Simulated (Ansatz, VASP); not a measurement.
## One calculation of Se, two programs

The input INCAR:

```
PREC = Accurate
ENCUT = 520
EDIFF = 1E-7
ISMEAR = 0
SIGMA = 0.1
LREAL = False
LASPH = True
NELM = 100
ALGO = Normal
ISIF = 2
LWAVE = False
LCHARG = True
GGA = PE
LELF = True
LVHAR = True
NBANDS = 20
```

KPOINTS

```
Automatic mesh
0
Gamma
  6 6 4
```

Contents of POSCAR:

```
Se
1.0
    1.8730586732     -5.9417269090      0.0000000000
    1.8730586732      5.9417269090      0.0000000000
    0.0000000000      0.0000000000      4.9570978783
Se
4
Direct
    0.0980000000      0.9020000000      0.9100000000
    0.5980000000      0.4020000000      0.5900000000
    0.9020000000      0.0980000000      0.0900000000
    0.4020000000      0.5980000000      0.4100000000
```

Input for Ansatz:

```yaml
crystal:
  lattice:
    - [1.8730586732, -5.941726909, 0.0]
    - [1.8730586732, 5.941726909, 0.0]
    - [0.0, 0.0, 4.9570978783]
  atoms:
    - { symbol: Se, position: [0.098, 0.902, 0.91] }
    - { symbol: Se, position: [0.598, 0.402, 0.59] }
    - { symbol: Se, position: [0.902, 0.098, 0.09] }
    - { symbol: Se, position: [0.402, 0.598, 0.41] }
basis:
  ecutwfc: 420
kpoints:
  mp_grid: { grid: [6, 6, 4] }
hamiltonian:
  xc: pbe
scf:
  occupations: { method: gaussian, width: 0.1 }
  lower_state_search: "off"
output:
  forces: true
  stress: true
  eigenvalues: true
```

Alike in both runs: task single point; functional PBE; k mesh 6 × 6 × 4; occupations gaussian, width 0.1 eV; no spin polarisation.

|  | VASP | Ansatz |
| --- | --- | --- |
| version | VASP 6.6.1 | Ansatz 0.2.0 |
| potentials or method | VASP PAW PBE potentials, release 64 (Se) | scalar-relativistic, plane waves, PAW |
| plane-wave cutoff (eV) | 520 | 420 |
| valence electrons in the cell | 24 | 64 |

VASP gave:

| Item | Value |
| --- | --- |
| gap on the k mesh at the Fermi level (eV) | none |
| pressure (GPa) | 9.0 |
| largest component of the traceless stress (GPa) | 3.42 |
| rms of the force components (eV/Å) | 0.811 |

Question: What did Ansatz give for the same quantities?

Answer: gap on the k mesh at the Fermi level (eV): none; pressure (GPa): 8.9; largest component of the traceless stress (GPa): 3.41; rms of the force components (eV/Å): 0.804.

Atom by atom the forces differ by 0.009 eV/Å (rms over components). A gap of «none» marks a metal or a gap that the smearing closes. The two sets of potentials don't hold the same shells in valence.

Caveats: forces of over 1 eV/Å show positions far from the minimum, so gaps and moduli don't describe the material at rest.
